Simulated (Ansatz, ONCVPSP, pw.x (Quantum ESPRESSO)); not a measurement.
# Which Ti potential is closest to all-electron in the bcc crystal?

All use PBE, scalar-relativistic, no spin, cutoffs from each file’s atomic test, pw.x 7.5; 14³ k-points, Fermi–Dirac smearing 0.01 Ry. Δ is the rms difference from all-electron LAPW of the E(V) curves that follow from fits to the pressures, over ±6 % in volume. Mesh and smearing are coarse and serve the comparison alone. The files are a selection: those with a ghost or negative overlap were mostly not run, and those with noisy or unconverged pressures or nearly equal Δ are left out.

All-electron: a0 = 3.264 Å (V0 = 17.38 Å³/atom), B0 = 104.1 GPa.

Problem. Rank them by Δ, smallest first.
A. optimised norm-conserving Vanderbilt (ONCV), ONCVPSP 4.0.1.1 (patched build), PBE; core [Ne] 3s2, reference 3p6 3d2 4s2; waves: 4s: rc 3.15 bohr, ncon 4, nbas 9, qcut 1.7 1/bohr, 2 projectors, debl 1 Ha; 3p: rc 1.60 bohr, ncon 4, nbas 7, qcut 7.1 1/bohr, 2 projectors, debl 2 Ha; 3d: rc 2.00 bohr, ncon 4, nbas 9, qcut 7.4 1/bohr, 2 projectors, debl 1.2 Ha; local part: polynomial inside 1.25 bohr (lpopt 4, dvloc0 0 Ha); core correction: Teter function, fcfact 4.5, rcfact 1.45.
B. optimised norm-conserving Vanderbilt (ONCV), ONCVPSP 4.0.1.1 (patched build), PBE; core [Ne], reference 3s2 3p6 3d2 4s2; waves: 3s+4s: rc 1.50 bohr, ncon 3, nbas 6, qcut 9.3 1/bohr, 2 projectors; 3p: rc 1.05 bohr, ncon 4, nbas 8, qcut 9.4 1/bohr, 1 projector; 3d: rc 1.85 bohr, ncon 4, nbas 9, qcut 9.1 1/bohr, 2 projectors, debl 2.2 Ha; local part: polynomial inside 0.90 bohr (lpopt 5, dvloc0 0 Ha); core correction: none.
C. optimised norm-conserving Vanderbilt (ONCV), ONCVPSP 4.0.1.1 (patched build), PBE; core [Ne], reference 3s2 3p6 3d2 4s2; waves: 3s+4s: rc 1.40 bohr, ncon 5, nbas 8, qcut 10.8 1/bohr, 2 projectors; 3p: rc 1.30 bohr, ncon 4, nbas 9, qcut 9.4 1/bohr, 2 projectors, debl 1.6 Ha; 3d: rc 1.45 bohr, ncon 4, nbas 8, qcut 8.8 1/bohr, 1 projector; local part: polynomial inside 1.20 bohr (lpopt 5, dvloc0 0 Ha); core correction: Teter function, fcfact 4.75, rcfact 1.65.
D. optimised norm-conserving Vanderbilt (ONCV), ONCVPSP 4.0.1.1 (patched build), PBE; core [Ne], reference 3s2 3p6 3d2 4s2; waves: 3s+4s: rc 1.95 bohr, ncon 4, nbas 7, qcut 6.2 1/bohr, 2 projectors; 3p: rc 1.75 bohr, ncon 3, nbas 7, qcut 8.6 1/bohr, local; 3d: rc 2.55 bohr, ncon 4, nbas 8, qcut 6.4 1/bohr, 2 projectors, debl 3.8 Ha; local part: the p channel; core correction: none.

Solution. B (0.2 meV/atom), C (1.0 meV/atom), A (2.3 meV/atom), D (4.6 meV/atom).
